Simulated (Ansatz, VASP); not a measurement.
## Cu in VASP and in Ansatz

INCAR

```
ALGO = Normal ; EDIFF = 1E-6
ENCUT = 520 ; GGA = RE
ISIF = 2 ; ISMEAR = -1
LASPH = True ; LCHARG = False
LREAL = False ; LWAVE = False
NBANDS = 18 ; NELM = 60
PREC = Accurate ; SIGMA = 0.1
```

The input KPOINTS:

```
k-points
0
Gamma
  11 11 11
```

The input POSCAR:

```
Cu
1.0
    0.0000000000      2.7794492139      2.7794492139
    2.7794492139      0.0000000000      2.7794492139
    2.7794492139      2.7794492139      0.0000000000
Cu
2
Direct
    0.1250000000      0.1250000000      0.1250000000
    0.8750000000      0.8750000000      0.8750000000
```

Input for Ansatz:

```yaml
crystal:
  lattice:
    - [0.0, 2.7794492139, 2.7794492139]
    - [2.7794492139, 0.0, 2.7794492139]
    - [2.7794492139, 2.7794492139, 0.0]
  atoms:
    - { symbol: Cu, position: [0.125, 0.125, 0.125] }
    - { symbol: Cu, position: [0.875, 0.875, 0.875] }
hamiltonian:
  xc: revpbe
  pseudopotentials:
    kind: paw
    azcp:
      Cu: "pseudopotentials/Cu.paw.azcp"
basis:
  ecutwfc: 420
  fft_grid_basis: typed
kpoints:
  mp_grid: { grid: [11, 11, 11], shift: [0, 0, 0] }
magnetization:
  spin_polarized: false
scf:
  occupations: { method: fermi_dirac, width: 0.1 }
  lower_state_search: "off"
output:
  stress: true
```

Alike in both runs: task single point; functional revPBE; k mesh 11 × 11 × 11; occupations fermi-dirac, width 0.1 eV; no spin polarisation.

|  | VASP | Ansatz |
| --- | --- | --- |
| version | VASP 6.6.1 | Ansatz 0.2.0 |
| potentials or method | VASP PAW PBE potentials, release 64 (Cu) | plane waves (420 eV) with PAW, scalar-relativistic |
| plane-wave cutoff (eV) | 520 | 420 |
| valence electrons in the cell | 22 | 38 |

|  | VASP | Ansatz | Ansatz less VASP |
| --- | --- | --- | --- |
| pressure (GPa) | -2.9 | -3.0 | -0.05 |

The two sets of potentials don't hold the same shells in valence.

Caveats: the PAW data sets were made with another functional, which shifts forces and pressure a little (VASP).
